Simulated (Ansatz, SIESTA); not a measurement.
Bi: 3 runs at one level of theory

```xyz
4
Lattice="-4.4497 4.4497 2.0656 4.4497 -4.4497 2.0656 4.4497 4.4497 -2.0656" Properties=species:S:1:pos:R:3 pbc="T T T"
Bi    3.1648    1.3054    0.0054
Bi    1.2679    3.1427    2.0709
Bi    1.2690    5.7752    0.0216
Bi    3.1819   -1.2894    2.0208
```

This isn't the form of Bi at room conditions, which is rhombohedral.

Atoms were shifted at random by some hundredths of an Å from the given cell, which wasn't relaxed again for these runs.

Alike in all runs: task single point; functional PBEsol; k mesh 7 × 7 × 7; occupations fermi-dirac, width 0.05 eV; no spin polarisation; no spin-orbit coupling. Pressure is positive in compression and, in plane waves, holds the error of the finite cutoff, which Ansatz's Pulay term estimates and takes out.

```csv
program and potentials,plane-wave cutoff (eV),notes,pressure (GPa),largest force (eV/Å),energy over the undisturbed cell (meV/atom)
"Ansatz, Ansatz PAW",420,"potentials made for PBE, which Ansatz adapts in part; Pulay term of +0.02 GPa included",-1.64,0.142,0.06
"SIESTA, files PseudoDojo sr-pbesol-0.4.1-standard, DZP (energy shift 0.003 Ry; two zetas on semicore shells)",-,atomic basis,-0.94,0.163,1.70
"Ansatz, all-electron LAPW, scalar-relativistic",-,-,-1.63,0.142,-
```

Force on atom 3 (Bi), eV/Å:

```
                                                                                      program and potentials       x       y      z
                                                                                          Ansatz, Ansatz PAW  -0.013  -0.138  0.031
SIESTA, files PseudoDojo sr-pbesol-0.4.1-standard, DZP (energy shift 0.003 Ry; two zetas on semicore shells)   0.105  -0.040  0.023
                                                              Ansatz, all-electron LAPW, scalar-relativistic  -0.013  -0.138  0.031
```

The pressure spans -1.64 (Ansatz, Ansatz PAW) to -0.94 GPa (SIESTA, files PseudoDojo sr-pbesol-0.4.1-standard, DZP (energy shift 0.003 Ry; two zetas on semicore shells)), with all-electron results at -1.63. Rows in atomic bases carry the error of their basis and grid, which can be large.

Differences between rows come from potentials, basis sets and numerical settings, since the functional is the same but for its coding. Runs on potential files found faulty are left out.
